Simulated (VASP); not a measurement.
A VASP 6.6.1 single-point calculation on Ge

INCAR

```
SIGMA = 0.5
IBRION = -1
NELM = 120
LCHARG = .FALSE.
ENCUT = 520
NBANDS = 21
EDIFF = 1E-7
LWAVE = .FALSE.
ISMEAR = 1
PREC = Accurate
ISIF = 2
NSW = 0
LREAL = .FALSE.
LASPH = .TRUE.
GGA = PE
```

KPOINTS

```
KPOINTS created by Atomic Simulation Environment
0
Monkhorst-Pack
8 8 8
0 0 0
```

POSCAR

```
Ge
 1.0000000000000000
     0.0000000000000000    2.8085047770000000    2.8085047770000000
     2.8085047770000000    0.0000000000000000    2.8085047770000000
     2.8085047770000000    2.8085047770000000    0.0000000000000000
 Ge
   2
Cartesian
  0.0000000000000000  0.0000000000000000  0.0000000000000000
  1.4042523885000000  1.4042523885000000  1.4042523885000000
```

The recommended PBE PAW datasets give the neutral cell 28 valence electrons.

Command

```
mpirun -np 1 vasp_std
```

How does this run end, and what does it give?

It converged. Results: gap between bands v and c on the k mesh 0.39 eV; least direct gap on the k mesh 1.06 eV; pressure 5.3 GPa. Band v is the last that the valence electrons fill when counted band by band, and c is the next.

OSZICAR

```
N       E                     dE             d eps       ncg     rms          rms(c)
DAV:   1     0.186793260885E+03    0.18679E+03   -0.14512E+04  2840   0.367E+03
DAV:   2     0.178890457283E+02   -0.16890E+03   -0.16377E+03  2535   0.617E+02
DAV:   3    -0.822682387369E+01   -0.26116E+02   -0.25942E+02  2870   0.142E+02
DAV:   4    -0.906086991291E+01   -0.83405E+00   -0.83361E+00  2870   0.298E+01
DAV:   5    -0.907449218913E+01   -0.13622E-01   -0.13622E-01  2885   0.416E+00    0.330E+00
DAV:   6    -0.901087178190E+01    0.63620E-01   -0.22584E-02  2808   0.139E+00    0.195E+00
DAV:   7    -0.897785504079E+01    0.33017E-01   -0.51301E-02  2895   0.196E+00    0.149E-01
DAV:   8    -0.897959598395E+01   -0.17409E-02   -0.59750E-03  2780   0.906E-01    0.437E-02
DAV:   9    -0.897973357065E+01   -0.13759E-03   -0.20597E-04  2936   0.191E-01    0.155E-02
DAV:  10    -0.897974769133E+01   -0.14121E-04   -0.32874E-05  2858   0.701E-02    0.644E-03
DAV:  11    -0.897974918323E+01   -0.14919E-05   -0.54489E-06  2984   0.370E-02    0.164E-03
DAV:  12    -0.897974927689E+01   -0.93656E-07   -0.16426E-07  2312   0.525E-03
   1 F= -.89797493E+01 E0= -.89836293E+01  d E =0.116402E-01
```

These settings aren't sound, so the numbers aren't properties of the crystal. The shifted mesh misses Γ, so a band edge there is missed.

On sound settings PBE gives a gap of 0.24 eV on its mesh and a pressure of 5.2 GPa for the intended cell.
